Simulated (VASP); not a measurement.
# Pd (Fm-3m) in VASP: settings compared

Aim: see how the results for Pd move with the level of theory and the settings. Levels: PBE, LDA. Tasks: relaxation of cell and atoms.

All numbers are computed with VASP 6.6.1; they aren't measurements. Logs are shortened: lines on timing, memory, paths and dates and some standing lists are left out, and cuts for length are marked.

## 1. The structure

The structure is cubic, space group Fm-3m (No. 225). Conventional cell: a = 3.893 Å, b = 3.893 Å, c = 3.893 Å, α = 90.00°, β = 90.00°, γ = 90.00°. Pd (site symmetry m-3m) is surrounded by 12 Pd at 2.75 Å.

## 2. Relaxation of cell and atoms, PBE

Contents of INCAR:

```
ALGO = Normal ; EDIFF = 1E-6
EDIFFG = -0.01 ; ENCUT = 600
GGA = PE ; IBRION = 2
ISIF = 3 ; ISMEAR = 1
KPAR = 2 ; LASPH = True
LCHARG = False ; LREAL = False
LWAVE = False ; NELM = 80
NSW = 90 ; PREC = Accurate
SIGMA = 0.1
```

Contents of KPOINTS:

```
k-points
0
Gamma
  16 16 16
```

Contents of POSCAR:

```
Pd
1.0
    0.0000000000      1.9465000000      1.9465000000
    1.9465000000      0.0000000000      1.9465000000
    1.9465000000      1.9465000000      0.0000000000
Pd
1
Direct
    0.0000000000      0.0000000000      0.0000000000
```

Potentials or basis: VASP PAW PBE potentials, release 64 (Pd).

Run with:

```bash
cat potpaw_PBE.64/Pd/POTCAR > POTCAR
mpirun -np 2 vasp_std > vasp.out
```

OUTCAR:

```text
EDIFF = 1E-6
   EDIFFG = -0.01
   ENCUT = 600
   GGA = PE
   IBRION = 2
   ISIF = 3
   ISMEAR = 1
   LASPH = True
   LREAL = False
   NELM = 80
   NSW = 90
   PREC = Accurate

 ion  position               nearest neighbor table
   1  0.000  0.000  0.000-

  LATTYP: Found a face centered cubic cell.
 ALAT       =     3.8930000000

  Lattice vectors:

 A1 = (   0.0000000000,   1.9465000000,   1.9465000000)
 A2 = (   1.9465000000,   0.0000000000,   1.9465000000)
 A3 = (   1.9465000000,   1.9465000000,   0.0000000000)

Analysis of symmetry for initial positions (statically):
=====================================================================
 Subroutine PRICEL returns:
 Original cell was already a primitive cell.

 Routine SETGRP: Setting up the symmetry group for a
 face centered cubic supercell.

 Subroutine GETGRP returns: Found 48 space group operations
 (whereof 48 operations were pure point group operations)
 out of a pool of 48 trial point group operations.

The static configuration has the point symmetry O_h .

Analysis of symmetry for dynamics (positions and initial velocities):
=====================================================================
 Subroutine PRICEL returns:
 Original cell was already a primitive cell.

 Routine SETGRP: Setting up the symmetry group for a
 face centered cubic supercell.

 Subroutine GETGRP returns: Found 48 space group operations
 (whereof 48 operations were pure point group operations)
 out of a pool of 48 trial point group operations.

The dynamic configuration has the point symmetry O_h .

 Subroutine INISYM returns: Found 48 space group operations
 (whereof 48 operations are pure point group operations),
 and found     1 'primitive' translations

----------------------------------------------------------------------------------------

                                     Primitive cell

  volume of cell :      14.7500

  direct lattice vectors                    reciprocal lattice vectors
     0.000000000  1.946500000  1.946500000    -0.256871307  0.256871307  0.256871307
     1.946500000  0.000000000  1.946500000     0.256871307 -0.256871307  0.256871307
     1.946500000  1.946500000  0.000000000     0.256871307  0.256871307 -0.256871307

  length of vectors
     2.752766699  2.752766699  2.752766699     0.444914156  0.444914156  0.444914156

  position of ions in fractional coordinates (direct lattice)
     0.000000000  0.000000000  0.000000000

  ion indices of the primitive-cell ions
   primitive index   ion index
                 1           1

----------------------------------------------------------------------------------------

 KPOINTS: k-points

Automatic generation of k-mesh.
 Grid dimensions read from file:
 generate k-points for:   16   16   16

 Generating k-lattice:

  Cartesian coordinates                     Fractional coordinates (reciprocal lattice)
    -0.016054457  0.016054457  0.016054457     0.062500000  0.000000000  0.000000000
     0.016054457 -0.016054457  0.016054457     0.000000000  0.062500000  0.000000000
     0.016054457  0.016054457 -0.016054457     0.000000000  0.000000000  0.062500000

  Length of vectors
     0.027807135  0.027807135  0.027807135

  Shift w.r.t. Gamma in fractional coordinates (k-lattice)
     0.000000000  0.000000000  0.000000000

 Subroutine IBZKPT returns following result:
 ===========================================

 Found    145 irreducible k-points:

 Following reciprocal coordinates:
            Coordinates               Weight
  0.000000  0.000000  0.000000      1.000000
  0.062500  0.000000  0.000000      8.000000
  0.125000  0.000000  0.000000      8.000000
  0.187500  0.000000  0.000000      8.000000
  0.250000  0.000000  0.000000      8.000000
  0.312500  0.000000  0.000000      8.000000
[... 16 lines left out ...]
 -0.125000  0.062500  0.000000     24.000000
 -0.062500  0.062500  0.000000     12.000000
 [... further k-points ...]
   k-points           NKPTS =    145   k-points in BZ     NKDIM =    145   number of bands    NBANDS=      9
   number of dos      NEDOS =    301   number of ions     NIONS =      1
   total plane-waves  NPLWV =  13824
   dimension x,y,z NGX =    24 NGY =   24 NGZ =   24
   dimension x,y,z NGXF=    48 NGYF=   48 NGZF=   48
   ions per type =               1
   NGX,Y,Z   is equivalent  to a cutoff of  14.49, 14.49, 14.49 a.u.
   NGXF,Y,Z  is equivalent  to a cutoff of  28.99, 28.99, 28.99 a.u.
 SYSTEM =  unknown system
   PREC   = accura    normal or accurate (medium, high low for compatibility)
   ISTART =      0    job   : 0-new  1-cont  2-samecut
   ICHARG =      2    charge: 1-file 2-atom 10-const
   ISPIN  =      1    spin polarized calculation?
   LNONCOLLINEAR =      F non collinear calculations
   LSORBIT =      F    spin-orbit coupling
   LASPH  =      T    aspherical Exc in radial PAW
   ENCUT  =  600.0 eV  44.10 Ry    6.64 a.u.   5.50  5.50  5.50*2*pi/ulx,y,z
   NELM   =     80;   NELMIN=  2; NELMDL= -5     # of ELM steps
   EDIFF  = 0.1E-05   stopping-criterion for ELM
   LREAL  =      F    real-space projection
   EDIFFG = -.1E-01   stopping-criterion for IOM
   NSW    =     90    number of steps for IOM
   IBRION =      2    ionic relax: 0-MD 1-quasi-New 2-CG
   NFREE  =      1    steps in history (QN), initial steepest desc. (CG)
   ISIF   =      3    stress and relaxation
   ISYM   =      2    0-nonsym 1-usesym 2-fastsym
   POTIM  = 0.5000    time-step for ionic-motion
   TEBEG  =    0.0;   TEEND  =   0.0 temperature during run
   PSTRESS=    0.0 pullay stress
   NELECT =      10.0000    total number of electrons
   NUPDOWN=      -1.0000    fix difference up-down
   EMIN   =  10.00;   EMAX   =-10.00  energy-range for DOS
   EFERMI =   0.00;   METHOD = LEGACY
   ISMEAR =     1;   SIGMA  =   0.10  broadening in eV -4-tet -1-fermi 0-gaus
   EFERMI_NEDOS =   21; number of points for ismear=-14 and -15
   IALGO  =     38    algorithm
   IMIX   =      4    mixing-type and parameters
     AMIX     =   0.40;   BMIX     =  1.00
     AMIX_MAG =   1.60;   BMIX_MAG =  1.00
  volume/ion in A,a.u.               =      14.75        99.54
  Fermi-wavevector in a.u.,A,eV,Ry     =   1.438171  2.717748 28.141404  2.068335
  Thomas-Fermi vector in A             =   2.557167
   LORBIT       =      0    0 simple, 1 ext, 2 COOP (PROOUT), +10 PAW based schemes
   GGA     = PE    functional components
   LHFCALC =     F    Hartree Fock is set to
   AEXX    =    0.0000 exact exchange contribution
   IVDW    =     0    specifies the selected vdW correction
   LEPSILON=     F    determine dielectric tensor
   LRPA    =     F    only Hartree local field effects (RPA)
 conjugate gradient relaxation of ions
 non-spin polarized calculation
 Methfessel and Paxton  Order N= 1 SIGMA  =   0.10
  energy-cutoff  :      600.00
  volume of cell :       14.75
 maximum number of plane-waves:       531
 NGX is ok and might be reduce to    24
   NGX = 11   NGY = 11   NGZ = 11

--------------------------------------- Ionic step        1  -------------------------------------------

 number of electron      10.0000000 magnetization

 number of electron       9.9999999 magnetization

 Free energy of the ion-electron system (eV)
  ---------------------------------------------------
  ext. energy  EPLUGINS =         0.00000000
  ---------------------------------------------------
  free energy    TOTEN  =        -5.20600299 eV

  energy without entropy =       -5.20589797  energy(sigma->0) =       -5.20596798

------------------------ aborting loop because EDIFF is reached ----------------------------------------

  FORCE on cell =-STRESS in cart. coord.  units (eV):
  Direction    XX          YY          ZZ          XY          YZ          ZX
  --------------------------------------------------------------------------------------
  -------------------------------------------------------------------------------------
  Total        0.6203392      0.6203392      0.6203392     -0.0000000      0.0000000     -0.0000000
  in kB       67.3824222     67.3824222     67.3824222     -0.0000000      0.0000000     -0.0000000
  external PRESSURE =      67.3824222 kB  Pullay stress =       0.0000000 kB
[... 55 lines left out ...]
  energy  without entropy=       -5.1952740397  energy(sigma->0) =       -5.19569022

--------------------------------------- Ionic step        3  -------------------------------------------

 number of electron      10.0000000 magnetization

 Free energy of the ion-electron system (eV)
  ---------------------------------------------------
  ext. energy  EPLUGINS =         0.00000000
  ---------------------------------------------------
  free energy    TOTEN  =        -5.21688034 eV

  energy without entropy =       -5.21659626  energy(sigma->0) =       -5.21678565

 E-fermi :   9.1899     XC(G=0): -12.9570

 val. band max:        9.1835478182   @ k =   0.5000   0.1250   0.0000
 cond. band min:       9.1942756879   @ k =   0.5000   0.3750   0.0625
 fundamental gap:      0.0107278697
 Fermi energy:         9.1898731484

 k-point     1 :       0.0000    0.0000    0.0000
  band No.  band energies     occupation
      1       2.3196      2.00000
      2       6.5098      2.00000
      3       6.5098      2.00000
      4       6.5098      2.00000
      5       8.0274      2.00000
      6       8.0274      2.00000
      7      26.3489      0.00000
      8      30.9189      0.00000
      9      30.9189      0.00000
[... 265 lines left out ...]
 k-point    24 :      -0.0625    0.0625    0.0000
  band No.  band energies     occupation
      1       2.6810      2.00000
      2       6.3721      2.00000
      3       6.6211      2.00000
      4       6.6566      2.00000
      5       7.9020      2.00000
      6       8.0509      2.00000
      7      26.6724      0.00000
      8      29.0987      0.00000
      9      30.6530      0.00000

 [... further k-points ...]
[... 5 lines left out ...]
  --------------------------------------------------------------------------------------
  -------------------------------------------------------------------------------------
  Total       -0.0062644     -0.0062644     -0.0062644     -0.0000000      0.0000000     -0.0000000
  in kB       -0.6561302     -0.6561302     -0.6561302     -0.0000000      0.0000000     -0.0000000
  external PRESSURE =      -0.6561302 kB  Pullay stress =       0.0000000 kB
[... 16 lines left out ...]
  FREE ENERGIE OF THE ION-ELECTRON SYSTEM (eV)
  ---------------------------------------------------
  free  energy   TOTEN  =        -5.2168803415 eV

  energy  without entropy=       -5.2165962602  energy(sigma->0) =       -5.21678565

 reached required accuracy - stopping structural energy minimisation
```

Run time: 15 s. Hardware: 2 MPI ranks of AMD EPYC 9R45 (Zen 5), shared host; peak memory 0.14 GiB.

What came out:

```
Free energy                            : -5.2169 eV
Relaxed volume                         : 15.30 Å³/atom
Relaxed cell                           : a = 2.786 Å, b = 2.786 Å, c = 2.786 Å, α = 60.00°, β = 60.00°, γ = 60.00°
Space group after relaxing (to 0.05 Å) : Fm-3m (No. 225)
Energy gained by relaxing              : 10.9 meV/atom
Ionic steps                            : 3
Pressure after relaxing                : -0.1 GPa
Band gap on the k mesh                 : none (metal or under the smearing width)
```

Step by step:
```csv
step,energy change (eV),largest force (eV/Å),pressure (GPa),volume (Å³)
1,0.0000,0.0000,6.74,14.75
2,0.0101,0.0000,-7.70,16.11
3,-0.0109,0.0000,-0.07,15.30
```

Final structure:
```xyz
1
Lattice="0.0000 1.9703 1.9703 1.9703 0.0000 1.9703 1.9703 1.9703 0.0000" Properties=species:S:1:pos:R:3 pbc="T T T"
Pd    0.0000    0.0000    0.0000
```

## 3. Relaxation of cell and atoms, PBE

This run uses another cell than the first one, of 15.30 Å³/atom, 1.037 times its volume.

Edit INCAR of step 2 so:

```diff
@@ -1,3 +1,3 @@
-ALGO = Normal ; EDIFF = 1E-6
-EDIFFG = -0.01 ; ENCUT = 600
+ALGO = Normal ; EDIFF = 1E-7
+EDIFFG = -0.005 ; ENCUT = 600
 GGA = PE ; IBRION = 2
```

KPOINTS is that of step 2.

Contents of POSCAR:

```
Pd                                      
1.0
   -0.0000000000      1.9702591634      1.9702591634
    1.9702591634      0.0000000000      1.9702591634
    1.9702591634      1.9702591634     -0.0000000000
  Pd            
     1
Direct
     0.0000000000000000    0.0000000000000000    0.0000000000000000
```

Potentials or basis: VASP PAW PBE potentials, release 64 (Pd).

Run with:

```bash
cat potpaw_PBE.64/Pd/POTCAR > POTCAR
mpirun -np 2 vasp_std > vasp.out
```

It took 14 s on 2 MPI ranks of AMD EPYC 9R45 (Zen 5), shared host; peak memory 0.13 GiB.

It converged, with:

```
Free energy                            : -5.2173 eV
Relaxed volume                         : 15.29 Å³/atom
Relaxed cell                           : a = 2.786 Å, b = 2.786 Å, c = 2.786 Å, α = 60.00°, β = 60.00°, γ = 60.00°
Space group after relaxing (to 0.05 Å) : Fm-3m (No. 225)
Energy gained by relaxing              : 0.0 meV/atom
Ionic steps                            : 3
Pressure after relaxing                : 0.0 GPa
Band gap on the k mesh                 : none (metal or under the smearing width)
```

Final structure:
```xyz
1
Lattice="0.0000 1.9700 1.9700 1.9700 0.0000 1.9700 1.9700 1.9700 0.0000" Properties=species:S:1:pos:R:3 pbc="T T T"
Pd    0.0000    0.0000    0.0000
```

Levels at points of the mesh, in eV from the Fermi level:
```csv
k point,band 2,band 3,band 4,band 5,band 6,band 7,band 8,band 9
"(0.00, 0.00, 0.00)",-2.68,-2.68,-2.68,-1.16,-1.16,17.16,21.73,21.73
"(0.50, 0.00, 0.00)",-2.72,-2.72,-0.03,-0.03,1.08,7.04,16.51,20.74
"(0.50, 0.50, 0.00)",-4.83,-0.06,0.27,0.27,3.34,10.40,13.01,13.01
```

## 4. Relaxation of cell and atoms, LDA

Contents of INCAR:

```
ALGO     = Normal         # electronic algorithm
EDIFF    = 1E-6           # SCF threshold, eV
EDIFFG   = -0.01          # ionic threshold
ENCUT    = 600            # plane-wave cutoff, eV
GGA      = CA             # functional
IBRION   = 2              # ionic algorithm
ISIF     = 3              # what is computed and relaxed
ISMEAR   = 1              # smearing method
LASPH    = T              # aspherical terms in the spheres
LCHARG   = F              # write CHGCAR
LREAL    = F              # projectors in reciprocal space
LWAVE    = F              # write WAVECAR
NELM     = 80             # most SCF steps
NSW      = 90             # ionic steps
PREC     = Accurate       # precision mode
SIGMA    = 0.1            # smearing width, eV
```

KPOINTS is that of step 3.

Contents of POSCAR:

```
Pd
1.0
    0.0000000000      1.9465000000      1.9465000000
    1.9465000000      0.0000000000      1.9465000000
    1.9465000000      1.9465000000      0.0000000000
Pd
1
Direct
    0.0000000000      0.0000000000      0.0000000000
```

Potentials or basis: VASP PAW LDA potentials, release 64 (Pd).

Run with:

```bash
cat potpaw_LDA.64/Pd/POTCAR > POTCAR
mpirun -np 1 vasp_std > vasp.out
```

Run time: 19 s. Hardware: 1 thread of Intel Xeon 6975P-C (Granite Rapids), shared host; peak memory 0.15 GiB.

Results (log left out):

* Free energy: -6.4937 eV
* Relaxed volume: 14.17 Å³/atom
* Relaxed cell: a = 2.716 Å, b = 2.716 Å, c = 2.716 Å, α = 60.00°, β = 60.00°, γ = 60.00°
* Space group after relaxing (to 0.05 Å): Fm-3m (No. 225)
* Energy gained by relaxing: 15.5 meV/atom
* Ionic steps: 4
* Pressure after relaxing: 0.0 GPa
* Band gap on the k mesh: none (metal or under the smearing width)

The path:
```csv
step,energy change (eV),largest force (eV/Å),pressure (GPa),volume (Å³)
1,0.0000,0.0000,-8.21,14.75
2,0.0399,0.0000,19.64,13.19
3,-0.0155,0.0000,-0.20,14.18
4,-0.0155,0.0000,-0.01,14.17
```

Final structure:
```cif
data_structure
_symmetry_space_group_name_H-M 'P 1'
_symmetry_Int_Tables_number 1
_cell_length_a 2.7162
_cell_length_b 2.7162
_cell_length_c 2.7162
_cell_angle_alpha 60.000
_cell_angle_beta 60.000
_cell_angle_gamma 60.000
_cell_volume 14.17
loop_
_atom_site_label
_atom_site_type_symbol
_atom_site_fract_x
_atom_site_fract_y
_atom_site_fract_z
_atom_site_occupancy
Pd1 Pd 0.00000 0.00000 0.00000 1
```

Levels at points of the mesh, in eV from the Fermi level:
```
           k point  band 1  band 2  band 3  band 4  band 5  band 6  band 7  band 8  band 9
(0.00, 0.00, 0.00)   -7.58   -3.08   -3.08   -3.08   -1.32   -1.32   17.11   22.06   22.06
(0.50, 0.00, 0.00)   -5.70   -3.12   -3.12   -0.03   -0.03    0.83    7.56   16.49   21.28
(0.50, 0.50, 0.00)   -5.80   -5.51   -0.05    0.31    0.31    3.22   11.12   13.25   13.25
```

LDA usually gives volumes a few per cent too small. Zero-point motion and thermal expansion aren't in these numbers.
